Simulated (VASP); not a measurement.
# Sc (P-1) in VASP: further runs

The runs below take Sc through single point, with PBEsol.

Program: VASP 6.6.1. These are calculated values, not measurements. Logs are shortened: lines on timing, memory, paths and dates and some standing lists are left out, and cuts for length are marked.

## 1. Starting point

The typed cell holds 1 atom: a = 3.202 Å, b = 3.216 Å, c = 3.226 Å, α = 61.44°, β = 61.31°, γ = 62.16°.

This isn't the form of Sc at room conditions, which is hcp.

## 2. Single point, PBEsol

The input, INCAR:

```
SYSTEM = Sc
  PREC = Accurate
  ENCUT = 400
  EDIFF = 1E-6
  ISMEAR = 1
  SIGMA = 0.2
  LREAL = .FALSE.
  LASPH = .TRUE.
  NELM = 100
  ALGO = Normal
  ISIF = 2
  LWAVE = .FALSE.
  LCHARG = .FALSE.
  GGA = PS
  ADDGRID = .FALSE.
```

The input, KPOINTS:

```
regular mesh
0
G
  12 12 12
  0 0 0
```

The input, POSCAR:

```
Sc
1.0
    3.2019616822      0.0000000000      0.0000000000
    1.5021078373      2.8441406042      0.0000000000
    1.5489936237      0.9264468030      2.6741812389
Sc
1
Direct
    0.0000000000      0.0000000000      0.0000000000
```

Potentials or basis: VASP PAW PBE potentials, release 64 (Sc_sv).

Started as:

```
> cat potpaw_PBE.64/Sc_sv/POTCAR > POTCAR
> mpirun -np 1 vasp_std > vasp.out
```

OUTCAR:

```text
SYSTEM = Sc
   PREC = Accurate
   ENCUT = 400
   EDIFF = 1E-6
   ISMEAR = 1
   LREAL = .FALSE.
   LASPH = .TRUE.
   NELM = 100
   ISIF = 2
   GGA = PS

 Found    868 irreducible k-points:

 Following reciprocal coordinates:
            Coordinates               Weight
  0.000000  0.000000  0.000000      1.000000
  0.083333  0.000000 -0.000000      2.000000
  0.166667  0.000000 -0.000000      2.000000
  0.250000  0.000000  0.000000      2.000000
  0.333333  0.000000  0.000000      2.000000
  0.416667  0.000000  0.000000      2.000000
   k-points           NKPTS =    868   k-points in BZ     NKDIM =    868   number of bands    NBANDS=      9
   number of dos      NEDOS =    301   number of ions     NIONS =      1
   total plane-waves  NPLWV =  13824
   dimension x,y,z NGX =    24 NGY =   24 NGZ =   24
   dimension x,y,z NGXF=    48 NGYF=   48 NGZF=   48
   ions per type =               1
   NGX,Y,Z   is equivalent  to a cutoff of  12.46, 12.40, 12.37 a.u.
   NGXF,Y,Z  is equivalent  to a cutoff of  24.92, 24.81, 24.73 a.u.
 SYSTEM =  Sc
   PREC   = accura    normal or accurate (medium, high low for compatibility)
   ISTART =      0    job   : 0-new  1-cont  2-samecut
   ICHARG =      2    charge: 1-file 2-atom 10-const
   ISPIN  =      1    spin polarized calculation?
   LNONCOLLINEAR =      F non collinear calculations
   LSORBIT =      F    spin-orbit coupling
   LASPH  =      T    aspherical Exc in radial PAW
   ENCUT  =  400.0 eV  29.40 Ry    5.42 a.u.   5.22  5.25  5.26*2*pi/ulx,y,z
   NELM   =    100;   NELMIN=  2; NELMDL= -5     # of ELM steps
   EDIFF  = 0.1E-05   stopping-criterion for ELM
   LREAL  =      F    real-space projection
   EDIFFG = 0.1E-04   stopping-criterion for IOM
   NSW    =      0    number of steps for IOM
   IBRION =     -1    ionic relax: 0-MD 1-quasi-New 2-CG
   NFREE  =      0    steps in history (QN), initial steepest desc. (CG)
   ISIF   =      2    stress and relaxation
   ISYM   =      2    0-nonsym 1-usesym 2-fastsym
   POTIM  = 0.5000    time-step for ionic-motion
   TEBEG  =    0.0;   TEEND  =   0.0 temperature during run
   PSTRESS=    0.0 pullay stress
   NELECT =      11.0000    total number of electrons
   NUPDOWN=      -1.0000    fix difference up-down
   EMIN   =  10.00;   EMAX   =-10.00  energy-range for DOS
   EFERMI =   0.00;   METHOD = LEGACY
   ISMEAR =     1;   SIGMA  =   0.20  broadening in eV -4-tet -1-fermi 0-gaus
   EFERMI_NEDOS =   21; number of points for ismear=-14 and -15
   IALGO  =     38    algorithm
   IMIX   =      4    mixing-type and parameters
     AMIX     =   0.40;   BMIX     =  1.00
     AMIX_MAG =   1.60;   BMIX_MAG =  1.00
  volume/ion in A,a.u.               =      24.35       164.34
  Fermi-wavevector in a.u.,A,eV,Ry     =   1.256087  2.373660 21.466653  1.577755
  Thomas-Fermi vector in A             =   2.389812
   LORBIT       =      0    0 simple, 1 ext, 2 COOP (PROOUT), +10 PAW based schemes
   GGA     = PS    functional components
   LHFCALC =     F    Hartree Fock is set to
   AEXX    =    0.0000 exact exchange contribution
   IVDW    =     0    specifies the selected vdW correction
   LEPSILON=     F    determine dielectric tensor
   LRPA    =     F    only Hartree local field effects (RPA)
 non-spin polarized calculation
 Methfessel and Paxton  Order N= 1 SIGMA  =   0.20
  energy-cutoff  :      400.00
  volume of cell :       24.35
 maximum number of plane-waves:       454
 NGX is ok and might be reduce to    24
   NGX = 11   NGY = 11   NGZ = 11

 number of electron      11.0000001 magnetization

 Free energy of the ion-electron system (eV)
  ---------------------------------------------------
  ext. energy  EPLUGINS =         0.00000000
  ---------------------------------------------------
  free energy    TOTEN  =        -6.55046974 eV

  energy without entropy =       -6.55003367  energy(sigma->0) =       -6.55032438

 E-fermi :   3.7020     XC(G=0): -10.0370

 val. band max:        3.7016194509   @ k =  -0.2500   0.3333   0.1667
 cond. band min:       3.7028317457   @ k =   0.5000   0.0833   0.1667
 fundamental gap:      0.0012122949
 Fermi energy:         3.7019511830

 k-point     1 :       0.0000    0.0000    0.0000
  band No.  band energies     occupation
      1     -45.4898      2.00000
      2     -23.9932      2.00000
      3     -23.9907      2.00000
      4     -23.9746      2.00000
      5      -1.5157      2.00000
      6       5.1365     -0.00000
      7       5.2172     -0.00000
      8       5.5103     -0.00000
      9       6.6552     -0.00000

 k-point     2 :       0.0833    0.0000   -0.0000
  band No.  band energies     occupation
      1     -45.4857      2.00000
      2     -24.0178      2.00000
      3     -23.9957      2.00000
      4     -23.9806      2.00000
      5      -1.3400      2.00000
      6       5.0704     -0.00000
      7       5.2467     -0.00000
      8       5.5425     -0.00000
      9       6.6198     -0.00000

 k-point     3 :       0.1667    0.0000   -0.0000
  band No.  band energies     occupation
      1     -45.4744      2.00000
      2     -24.0947      2.00000
      3     -24.0034      2.00000
      4     -23.9923      2.00000
      5      -0.8340      2.00000
      6       4.7840     -0.00000
      7       5.3453     -0.00000
      8       5.6512     -0.00000
      9       6.5883     -0.00000

 k-point     4 :       0.2500    0.0000    0.0000
  band No.  band energies     occupation
      1     -45.4589      2.00000
      2     -24.1991      2.00000
      3     -24.0142      2.00000
      4     -24.0071      2.00000
      5      -0.0663      2.00000
      6       4.4094     -0.00001
      7       5.3518     -0.00000
      8       5.6585     -0.00000
      9       6.7491     -0.00000

 k-point     5 :       0.3333    0.0000    0.0000
  band No.  band energies     occupation
      1     -45.4432      2.00000
      2     -24.3019      2.00000
      3     -24.0260      2.00000
      4     -24.0207      2.00000
      5       0.8255      2.00000
      6       4.0936     -0.01826
      7       5.2290     -0.00000
      8       5.5307     -0.00000
      9       7.0544     -0.00000

 k-point     6 :       0.4167    0.0000    0.0000
  band No.  band energies     occupation
      1     -45.4318      2.00000
      2     -24.3761      2.00000
      3     -24.0358      2.00000
      4     -24.0294      2.00000
      5       1.5888      2.00000
      6       3.9322     -0.06909
      7       5.0992     -0.00000
      8       5.4042     -0.00000
      9       7.3740     -0.00000

 [... further k-points ...]

------------------------ aborting loop because EDIFF is reached ----------------------------------------

  FORCE on cell =-STRESS in cart. coord.  units (eV):
  Direction    XX          YY          ZZ          XY          YZ          ZX
  --------------------------------------------------------------------------------------
  -------------------------------------------------------------------------------------
  Total       -0.1148288     -0.3276991     -0.3223494      0.1474116      0.0564826      0.0653825
  in kB       -7.5544616    -21.5589628    -21.2070112      9.6980482      3.7159271      4.3014435
  external PRESSURE =     -16.7734785 kB  Pullay stress =       0.0000000 kB

 VOLUME and BASIS-vectors are now :
 -----------------------------------------------------------------------------
  energy-cutoff  :      400.00
  volume of cell :       24.35
      direct lattice vectors                 reciprocal lattice vectors
     3.201961682  0.000000000  0.000000000     0.312308547 -0.164943011 -0.123758636
     1.502107837  2.844140604  0.000000000     0.000000000  0.351600058 -0.121808778
     1.548993624  0.926446803  2.674181239     0.000000000  0.000000000  0.373946233

 POSITION                                       TOTAL-FORCE (eV/Angst)
 -----------------------------------------------------------------------------------
      0.00000      0.00000      0.00000         0.000000      0.000000      0.000000
 -----------------------------------------------------------------------------------
    total drift:                               -0.000000     -0.000000      0.000000

  FREE ENERGIE OF THE ION-ELECTRON SYSTEM (eV)
  ---------------------------------------------------
  free  energy   TOTEN  =        -6.5504697374 eV

  energy  without entropy=       -6.5500336695  energy(sigma->0) =       -6.55032438
```

Wall time 39 s (1 thread of Intel Xeon 6975P-C (Granite Rapids), shared host); peak memory 0.25 GiB.

The run converged, but some of its settings lie outside the range that counts as converged, so its numbers aren't taken as properties of the crystal.

Results:

```
Free energy            : -6.5505 eV
Pressure               : -1.7 GPa
Band gap on the k mesh : none (metal or under the smearing width)
```

Caveat: the PAW data sets were made with another functional, which shifts forces and pressure a little.

## 3. Single point, PBEsol

Changes to INCAR since step 2:

```diff
@@ -2,3 +2,3 @@
   PREC = Accurate
-  ENCUT = 400
+  ENCUT = 600
   EDIFF = 1E-6
```

The input, KPOINTS:

```
regular mesh
0
G
  10 10 10
  0 0 0
```

POSCAR is that of step 2.

Potentials or basis: VASP PAW PBE potentials, release 64 (Sc_sv).

Started as:

```
> cat potpaw_PBE.64/Sc_sv/POTCAR > POTCAR
> mpirun -np 1 vasp_std > vasp.out
```

OUTCAR:

```text
SYSTEM = Sc
   PREC = Accurate
   ENCUT = 600
   EDIFF = 1E-6
   ISMEAR = 1
   LREAL = .FALSE.
   LASPH = .TRUE.
   NELM = 100
   ISIF = 2
   GGA = PS

 Found    504 irreducible k-points:

 Following reciprocal coordinates:
            Coordinates               Weight
  0.000000  0.000000  0.000000      1.000000
  0.100000 -0.000000 -0.000000      2.000000
  0.200000 -0.000000 -0.000000      2.000000
  0.300000  0.000000  0.000000      2.000000
  0.400000  0.000000  0.000000      2.000000
  0.500000 -0.000000  0.000000      1.000000
[... 148 lines left out ...]

------------------------ aborting loop because EDIFF is reached ----------------------------------------

  FORCE on cell =-STRESS in cart. coord.  units (eV):
  Direction    XX          YY          ZZ          XY          YZ          ZX
  --------------------------------------------------------------------------------------
  -------------------------------------------------------------------------------------
  Total       -0.0971853     -0.3082981     -0.3054838      0.1467148      0.0596139      0.0705445
  in kB       -6.3937120    -20.2825908    -20.0974385      9.6522059      3.9219330      4.6410447
  external PRESSURE =     -15.5912471 kB  Pullay stress =       0.0000000 kB

 VOLUME and BASIS-vectors are now :
 -----------------------------------------------------------------------------
  energy-cutoff  :      600.00
  volume of cell :       24.35
      direct lattice vectors                 reciprocal lattice vectors
     3.201961682  0.000000000  0.000000000     0.312308547 -0.164943011 -0.123758636
     1.502107837  2.844140604  0.000000000     0.000000000  0.351600058 -0.121808778
     1.548993624  0.926446803  2.674181239     0.000000000  0.000000000  0.373946233

 POSITION                                       TOTAL-FORCE (eV/Angst)
 -----------------------------------------------------------------------------------
      0.00000      0.00000      0.00000        -0.000000      0.000000      0.000000
 -----------------------------------------------------------------------------------
    total drift:                               -0.000000     -0.000000     -0.000000

  FREE ENERGIE OF THE ION-ELECTRON SYSTEM (eV)
  ---------------------------------------------------
  free  energy   TOTEN  =        -6.5497413036 eV

  energy  without entropy=       -6.5469231054  energy(sigma->0) =       -6.54880190
```

OSZICAR:

```text
N       E                     dE             d eps       ncg     rms          rms(c)
DAV:   1     0.794031654217E+02    0.79403E+02   -0.57092E+03  9072   0.133E+03
DAV:   2    -0.551478235373E+01   -0.84918E+02   -0.84366E+02  9170   0.350E+02
DAV:   3    -0.729035373761E+01   -0.17756E+01   -0.17314E+01 13768   0.640E+01
DAV:   4    -0.731537285825E+01   -0.25019E-01   -0.24671E-01 13645   0.576E+00
DAV:   5    -0.731554623325E+01   -0.17337E-03   -0.17304E-03 14845   0.411E-01    0.562E+00
DAV:   6    -0.664160292854E+01    0.67394E+00   -0.15453E+00 13802   0.191E+01    0.165E+00
DAV:   7    -0.655549323792E+01    0.86110E-01   -0.36946E-01 13958   0.829E+00    0.599E-01
DAV:   8    -0.655089981448E+01    0.45934E-02   -0.24480E-02 13873   0.275E+00    0.217E-01
DAV:   9    -0.654975337834E+01    0.11464E-02   -0.67683E-03 13979   0.113E+00    0.327E-02
DAV:  10    -0.654974193564E+01    0.11443E-04   -0.12025E-04 14505   0.145E-01    0.427E-03
DAV:  11    -0.654974130355E+01    0.63209E-06   -0.16512E-06 10120   0.212E-02
   1 F= -.65497413E+01 E0= -.65488019E+01  d E =-.281820E-02
```

Wall time 56 s (1 thread of Intel Xeon 6975P-C (Granite Rapids), shared host); peak memory 0.27 GiB.

The run converged, but some of its settings lie outside the range that counts as converged, so its numbers aren't taken as properties of the crystal.

What came out:

```yaml
Free_energy: -6.5497 eV
Pressure: -1.6 GPa
Band_gap_on_the_k_mesh: none (metal or under the smearing width)
```

Caveat: the PAW data sets were made with another functional, which shifts forces and pressure a little.

## 4. The reference run

An earlier run on the cell as given: functional PBE; potentials or basis VASP PAW PBE potentials, release 64 (Sc_sv); cutoff 520 eV; k mesh 10 × 10 × 10; occupations fermi-dirac, width 0.05 eV; no spin polarisation.

- Pressure: 0.8 GPa
- Band gap on the k mesh: none (metal or under the smearing width)
